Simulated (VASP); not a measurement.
# Al in VASP: notebook, part 2 of 2

VASP 6.6.1.

### Step 4. Single point, PBE

The input, INCAR:

```
SYSTEM = Al
PREC = Accurate
ENCUT = 520
EDIFF = 1E-7
ISMEAR = 1
SIGMA = 0.1
LREAL = .FALSE.
LASPH = .TRUE.
NELM = 80
ALGO = Fast
ISIF = 2
LWAVE = .FALSE.
LCHARG = .FALSE.
LDIPOL = .TRUE.
IDIPOL = 3
DIPOL = 0.5 0.5 0.500
GGA = PE
LVHAR = .TRUE.
LVACPOTAV = .TRUE.
ICORELEVEL = 1
KPAR = 4
```

The input, KPOINTS:

```
regular mesh
0
G
  13 10 1
  0 0 0
```

The input, POSCAR:

```
Al                                      
1.0
    2.8562036900      0.0000000000      0.0000000000
    0.0000000000      4.0392820000      0.0000000000
    0.0000000000      0.0000000000     27.8529166200
  Al            
    10
Direct
     0.5000000000000000    0.5000000000000000    0.2711864289156991
     0.0000000000000000    0.0000000000000000    0.3188546344288908
     0.5000000000000000    0.5000000000000000    0.3721976263281222
     0.0000000000000000    0.0000000000000000    0.4223513941286266
     0.5000000000000000    0.5000000000000000    0.4745989353152842
     0.0000000000000000    0.0000000000000000    0.5254010646847156
     0.5000000000000000    0.5000000000000000    0.5776486058713735
     0.0000000000000000    0.0000000000000000    0.6278023736718777
     0.5000000000000000    0.5000000000000000    0.6811453655711091
     0.0000000000000000    0.0000000000000000    0.7288135710843009
```

Potentials or basis: VASP PAW PBE potentials, release 64 (Al).

Run with:

```sh
cat potpaw_PBE.64/Al/POTCAR > POTCAR
mpirun -np 4 vasp_std > vasp.out
```

OUTCAR:

```text
SYSTEM = Al
   PREC = Accurate
   ENCUT = 520
   EDIFF = 1E-7
   ISMEAR = 1
   LREAL = .FALSE.
   LASPH = .TRUE.
   NELM = 80
   ISIF = 2
   GGA = PE

 ion  position               nearest neighbor table
   1  0.500  0.500  0.271-   2 2.81   2 2.81   2 2.81   2 2.81   3 2.81
   2  0.000  0.000  0.319-   1 2.81   1 2.81   1 2.81   1 2.81   4 2.88   3 2.89   3 2.89   3 2.89
                             3 2.89
   3  0.500  0.500  0.372-   1 2.81   4 2.84   4 2.84   4 2.84   4 2.84   5 2.85   2 2.89   2 2.89
                             2 2.89   2 2.89
   4  0.000  0.000  0.422-   3 2.84   3 2.84   3 2.84   3 2.84   5 2.87   5 2.87   5 2.87   5 2.87
                             6 2.87   2 2.88
   5  0.500  0.500  0.475-   6 2.85   6 2.85   6 2.85   6 2.85   3 2.85   4 2.87   4 2.87   4 2.87
                             4 2.87   7 2.87
   6  0.000  0.000  0.525-   5 2.85   5 2.85   5 2.85   5 2.85   8 2.85   7 2.87   7 2.87   7 2.87
                             7 2.87   4 2.87
   7  0.500  0.500  0.578-   8 2.84   8 2.84   8 2.84   8 2.84   6 2.87   6 2.87   6 2.87   6 2.87
                             5 2.87   9 2.88
   8  0.000  0.000  0.628-  10 2.81   7 2.84   7 2.84   7 2.84   7 2.84   6 2.85   9 2.89   9 2.89
                             9 2.89   9 2.89
   9  0.500  0.500  0.681-  10 2.81  10 2.81  10 2.81  10 2.81   7 2.88   8 2.89   8 2.89   8 2.89
                             8 2.89
  10  0.000  0.000  0.729-   9 2.81   9 2.81   9 2.81   9 2.81   8 2.81

  LATTYP: Found a simple orthorhombic cell.
 ALAT       =     2.8562036900
 B/A-ratio  =     1.4142135640
 C/A-ratio  =     9.7517262923

  Lattice vectors:

 A1 = (   2.8562036900,   0.0000000000,   0.0000000000)
 A2 = (   0.0000000000,   4.0392820000,   0.0000000000)
 A3 = (   0.0000000000,   0.0000000000,  27.8529166200)

Analysis of symmetry for initial positions (statically):
=====================================================================
 Subroutine PRICEL returns:
 Original cell was already a primitive cell.

 Routine SETGRP: Setting up the symmetry group for a
 simple orthorhombic supercell.

 Subroutine GETGRP returns: Found  8 space group operations
 (whereof  4 operations were pure point group operations)
 out of a pool of  8 trial point group operations.

The static configuration has the point symmetry C_2v.
 The point group associated with its full space group is D_2h.

Analysis of symmetry for dynamics (positions and initial velocities):
=====================================================================
 Subroutine PRICEL returns:
 Original cell was already a primitive cell.

 Routine SETGRP: Setting up the symmetry group for a
 simple orthorhombic supercell.

 Subroutine GETGRP returns: Found  8 space group operations
 (whereof  4 operations were pure point group operations)
 out of a pool of  8 trial point group operations.

The dynamic configuration has the point symmetry C_2v.
 The point group associated with its full space group is D_2h.

 Subroutine INISYM returns: Found  8 space group operations
 (whereof  4 operations are pure point group operations),
 and found     1 'primitive' translations

----------------------------------------------------------------------------------------

[... 100 lines left out ...]
   ISTART =      0    job   : 0-new  1-cont  2-samecut
   ICHARG =      2    charge: 1-file 2-atom 10-const
   ISPIN  =      1    spin polarized calculation?
   LNONCOLLINEAR =      F non collinear calculations
   LSORBIT =      F    spin-orbit coupling
   LASPH  =      T    aspherical Exc in radial PAW
   ENCUT  =  520.0 eV  38.22 Ry    6.18 a.u.   5.31  7.51 51.79*2*pi/ulx,y,z
   NELM   =     80;   NELMIN=  2; NELMDL= -5     # of ELM steps
   EDIFF  = 0.1E-06   stopping-criterion for ELM
   LREAL  =      F    real-space projection
   EDIFFG = 0.1E-05   stopping-criterion for IOM
   NSW    =      0    number of steps for IOM
   IBRION =     -1    ionic relax: 0-MD 1-quasi-New 2-CG
   NFREE  =      0    steps in history (QN), initial steepest desc. (CG)
   ISIF   =      2    stress and relaxation
   ISYM   =      2    0-nonsym 1-usesym 2-fastsym
   POTIM  = 0.5000    time-step for ionic-motion
   TEBEG  =    0.0;   TEEND  =   0.0 temperature during run
   PSTRESS=    0.0 pullay stress
   NELECT =      30.0000    total number of electrons
   NUPDOWN=      -1.0000    fix difference up-down
   EMIN   =  10.00;   EMAX   =-10.00  energy-range for DOS
   EFERMI =   0.00;   METHOD = LEGACY
   ISMEAR =     1;   SIGMA  =   0.10  broadening in eV -4-tet -1-fermi 0-gaus
   EFERMI_NEDOS =   21; number of points for ismear=-14 and -15
   IALGO  =     68    algorithm
   IMIX   =      4    mixing-type and parameters
     AMIX     =   0.40;   BMIX     =  1.00
     AMIX_MAG =   1.60;   BMIX_MAG =  1.00
  volume/ion in A,a.u.               =      32.13       216.85
  Fermi-wavevector in a.u.,A,eV,Ry     =   0.742667  1.403436  7.504344  0.551554
  Thomas-Fermi vector in A             =   1.837599
   LORBIT       =      0    0 simple, 1 ext, 2 COOP (PROOUT), +10 PAW based schemes
   GGA     = PE    functional components
   LHFCALC =     F    Hartree Fock is set to
   AEXX    =    0.0000 exact exchange contribution
   IVDW    =     0    specifies the selected vdW correction
   LEPSILON=     F    determine dielectric tensor
   LRPA    =     F    only Hartree local field effects (RPA)
 non-spin polarized calculation
 RMM-DIIS sequential band-by-band and
 Methfessel and Paxton  Order N= 1 SIGMA  =   0.10
  energy-cutoff  :      520.00
  volume of cell :      321.34
 maximum number of plane-waves:      8705
 NGX is ok and might be reduce to    24
   NGX = 11   NGY = 15   NGZ =103

 number of electron      30.0000000 magnetization

 dipolmoment           0.000000      0.000000      0.000000 electrons x Angstroem

 Free energy of the ion-electron system (eV)
  ---------------------------------------------------
  ext. energy  EPLUGINS =         0.00000000
  ---------------------------------------------------
  free energy    TOTEN  =       -36.00295200 eV

  energy without entropy =      -36.00254725  energy(sigma->0) =      -36.00281709

 the core state eigenenergies are
   1-  1s  -1504.1020  2s   -101.2999  2p    -62.7630
   2-  1s  -1504.0969  2s   -101.3056  2p    -62.7660
   3-  1s  -1504.0002  2s   -101.2418  2p    -62.7004
   4-  1s  -1504.0260  2s   -101.2506  2p    -62.7099
   5-  1s  -1504.0206  2s   -101.2351  2p    -62.6951
   6-  1s  -1504.0206  2s   -101.2351  2p    -62.6951
   7-  1s  -1504.0260  2s   -101.2506  2p    -62.7099
   8-  1s  -1504.0002  2s   -101.2418  2p    -62.7004
   9-  1s  -1504.0969  2s   -101.3056  2p    -62.7660
  10-  1s  -1504.1020  2s   -101.2999  2p    -62.7630

 E-fermi :   2.1392     XC(G=0):  -5.9691

 val. band max:        2.1371450623   @ k =   0.0769   0.1000   0.0000
 cond. band min:       2.1413774153   @ k =   0.0769   0.0000   0.0000
 fundamental gap:      0.0042323531
 Fermi energy:         2.1391966468

 k-point     1 :       0.0000    0.0000    0.0000
  band No.  band energies     occupation
      1      -8.7817      2.00000
      2      -8.3223      2.00000
      3      -7.5142      2.00000
      4      -6.4361      2.00000
      5      -5.0549      2.00000
      6      -3.4234      2.00000
[... 565 lines left out ...]
     20       5.1488      0.00000
     21       5.8553      0.00000

 [... further k-points ...]
[... 5 lines left out ...]
  --------------------------------------------------------------------------------------
  -------------------------------------------------------------------------------------
  Total       -1.5014489     -1.4358836     -0.4056970      0.0000000      0.0000000      0.0000000
  in kB       -7.4861258     -7.1592211     -2.0227785      0.0000000      0.0000000      0.0000000
  external PRESSURE =      -5.5560418 kB  Pullay stress =       0.0000000 kB

 VOLUME and BASIS-vectors are now :
 -----------------------------------------------------------------------------
  energy-cutoff  :      520.00
  volume of cell :      321.34
      direct lattice vectors                 reciprocal lattice vectors
     2.856203690  0.000000000  0.000000000     0.350115086  0.000000000  0.000000000
     0.000000000  4.039282000  0.000000000     0.000000000  0.247568751  0.000000000
     0.000000000  0.000000000 27.852916620     0.000000000  0.000000000  0.035902883

 POSITION                                       TOTAL-FORCE (eV/Angst)
 -----------------------------------------------------------------------------------
      1.42810      2.01964      7.55333         0.000000      0.000000      0.008825
      0.00000      0.00000      8.88103         0.000000      0.000000      0.016783
      1.42810      2.01964     10.36679         0.000000      0.000000      0.017930
      0.00000      0.00000     11.76372         0.000000      0.000000     -0.002172
      1.42810      2.01964     13.21896         0.000000      0.000000     -0.000198
      0.00000      0.00000     14.63395         0.000000      0.000000      0.000198
      1.42810      2.01964     16.08920         0.000000      0.000000      0.002172
      0.00000      0.00000     17.48613         0.000000      0.000000     -0.017930
      1.42810      2.01964     18.97189         0.000000      0.000000     -0.016783
      0.00000      0.00000     20.29958         0.000000      0.000000     -0.008825
 -----------------------------------------------------------------------------------
    total drift:                               -0.000000     -0.000000      0.000000

  FREE ENERGIE OF THE ION-ELECTRON SYSTEM (eV)
  ---------------------------------------------------
  free  energy   TOTEN  =       -36.0029520050 eV

  energy  without entropy=      -36.0025472452  energy(sigma->0) =      -36.00281709

 vacuum level on the upper side and lower side of the slab         6.247         6.247
```

Run time: 96 s. Hardware: 4 MPI ranks of AMD EPYC 9R45 (Zen 5), shared host; peak memory 0.48 GiB.

Results:

- Free energy: -36.0030 eV
- Largest force: 0.018 eV/Å
- Band gap on the k mesh: none (metal or under the smearing width)
- Work function of the upper face: 4.11 eV
- Work function of the lower face: 4.11 eV

Forces in eV/Å, atoms in the order of the input:
```
Al   0.000  0.000  0.009
Al   0.000  0.000  0.017
Al   0.000  0.000  0.018
Al   0.000  0.000 -0.002
Al   0.000  0.000  0.000
Al   0.000  0.000  0.000
Al   0.000  0.000  0.002
Al   0.000  0.000 -0.018
Al   0.000  0.000 -0.017
Al   0.000  0.000 -0.009
```

Core levels (eV, on the scale of the bands):
| atom | levels |
| --- | --- |
| 1 Al | 1s -1504.1, 2s -101.3, 2p -62.8 |
| 2 Al | 1s -1504.1, 2s -101.3, 2p -62.8 |
| 3 Al | 1s -1504.0, 2s -101.2, 2p -62.7 |
| 4 Al | 1s -1504.0, 2s -101.3, 2p -62.7 |
| 5 Al | 1s -1504.0, 2s -101.2, 2p -62.7 |
| 6 Al | 1s -1504.0, 2s -101.2, 2p -62.7 |
